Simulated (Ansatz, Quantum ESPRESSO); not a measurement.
**Sr: the functional in 2 programs**

The structure is cubic, space group Fm-3m (No. 225). Conventional cell: a = 6.085 Å, b = 6.085 Å, c = 6.085 Å, α = 90.00°, β = 90.00°, γ = 90.00°. Sr (site symmetry m-3m) is surrounded by 12 Sr at 4.30 Å.

Kept alike: task band structure; k mesh 8 × 8 × 8; occupations fermi-dirac, width 0.05 eV; no spin polarisation. The mesh is that of the run's cell of 1 atom. No spin-orbit coupling.

- A: Ansatz, all-electron LAPW, scalar-relativistic
- B: Quantum ESPRESSO, SG15 PBE 1.2, made for PBE, cutoff 925 eV

| functional | A: pressure (GPa) | B: pressure (GPa) |
| --- | --- | --- |
| LDA | -1.61 | -1.58 |
| PBE | -0.32 | -0.34 |
| PBEsol | -0.90 | -0.89 |

Pressure is positive in compression; plane-wave values hold the error of the finite cutoff. Values on potentials made for another functional: B at LDA, PBEsol. For a metal such a mesh leaves the last digits unconverged.

How large is the effect of the functional, and do the programs agree on it?

From LDA to PBE the pressure moves by +1.29 in A, +1.24 in B (GPa). Row by row the programs differ by 0.01 to 0.03, and over this span the shifts, as printed, agree within about 4 %. Shifts from LDA: PBE +1.29, +1.24; PBEsol +0.71, +0.69; the programs' shifts differ by up to 0.05.
